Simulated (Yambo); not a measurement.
Something may be wrong with this Yambo 5.3.0 calculation of CdTe.

The input optics8.in:

```
optics
chi
Chimod= "HARTREE"
% BndsRnXd
 1 | 20 |
%
NGsBlkXd= 2 Ry
% LongDrXd
 1 | 1 | 1 |
%
% QpntsRXd
 1 | 1 |
%
% EnRngeXd
 0 | 20 | eV
%
% DmRngeXd
 0.1 | 0.1 | eV
%
ETStpsXd= 100
```

scf.in

```
&CONTROL
  calculation = 'scf'
  prefix = 'pwscf'
  outdir = './tmp'
  pseudo_dir = './pseudo'
/
&SYSTEM
  ibrav = 0
  A = 4.53255447
  nat = 2
  ntyp = 2
  ecutwfc = 82
  nbnd = 26
  occupations = 'smearing'
  smearing = 'fd'
  degauss = 0.00367493
  force_symmorphic = .true.
/
&ELECTRONS
  conv_thr = 4d-10
  electron_maxstep = 120
  mixing_beta = 0.5
/
ATOMIC_SPECIES
Te   127.6000 Te.upf
Cd   112.4140 Cd.upf
CELL_PARAMETERS alat
   0.0000000000    0.7071067808    0.7071067808
   0.7071067808    0.0000000000    0.7071067808
   0.7071067808    0.7071067808    0.0000000000
ATOMIC_POSITIONS alat
Te     1.0606601712    1.0606601712    1.0606601712
Cd     0.0000000000    0.0000000000    0.0000000000
K_POINTS automatic
8 8 8 0 0 0
```

nscf.in

```
&CONTROL
  calculation = 'nscf'
  prefix = 'pwscf'
  outdir = './tmp'
  pseudo_dir = './pseudo'
/
&SYSTEM
  ibrav = 0
  A = 4.53255447
  nat = 2
  ntyp = 2
  ecutwfc = 82
  nbnd = 38
  occupations = 'fixed'
  force_symmorphic = .true.
/
&ELECTRONS
  conv_thr = 1d-08
  diago_full_acc = .true.
  diago_thr_init = 1d-06
/
ATOMIC_SPECIES
Te   127.6000 Te.upf
Cd   112.4140 Cd.upf
CELL_PARAMETERS alat
   0.0000000000    0.7071067808    0.7071067808
   0.7071067808    0.0000000000    0.7071067808
   0.7071067808    0.7071067808    0.0000000000
ATOMIC_POSITIONS alat
Te     1.0606601712    1.0606601712    1.0606601712
Cd     0.0000000000    0.0000000000    0.0000000000
K_POINTS automatic
6 6 6 0 0 0
```

Potentials or basis: Ansatz NC SR PBE.

Launch:

```sh
$ OMP_NUM_THREADS=1 pw.x -in scf.in > scf.out
$ OMP_NUM_THREADS=1 pw.x -in nscf.in > nscf.out
$ cd tmp/pwscf.save; p2y; mv SAVE ../..; cd ../..
$ OMP_NUM_THREADS=1 yambo
$ OMP_NUM_THREADS=1 yambo -F optics8.in -J optics8 -C optics8_out
```

Yambo's report:

```text
[... set-up lines left out ...]
   Brillouin Zone Q/K grids (IBZ/BZ)                :   16  216   16  216
   RL vectors                                       :   6855 [WF]
   Fragmentation                                    : yes
   Electronic Temperature                           :  0.000000 [K]
   Bosonic    Temperature                           :  0.000000 [K]
   DIP band range                                   :   1  20
   DIP band range limits                            :  18  19
   DIP e/h energy range                             : -1.000000 -1.000000 [eV]
   RL vectors in the sum                            :   6855
   [r,Vnl] included                                 : yes
   Bands ordered                                    : yes
   Direct v evaluation                              : no
   Approach used                                    : G-space v
   Dipoles computed                                 : R V P [G-space]
   Wavefunctions                                    : Perdew, Burke & Ernzerhof(X)+Perdew, Burke & Ernzerhof(C)

  [WARNING] [r,Vnl^pseudo] included in position and velocity dipoles.

  [WARNING] In case H contains other non local terms, these are neglected

 [05] Optics
 ===========

 [X-CG] R(p) Tot o/o(of R):    413   7776    100
```

**Question.** Diagnose the run.

**Answer.** The run converged. The input holds a flaw that was put in on purpose: far too few empty bands in the response function. The program doesn't stop on it, so the numbers can't be trusted though the run ends normally.
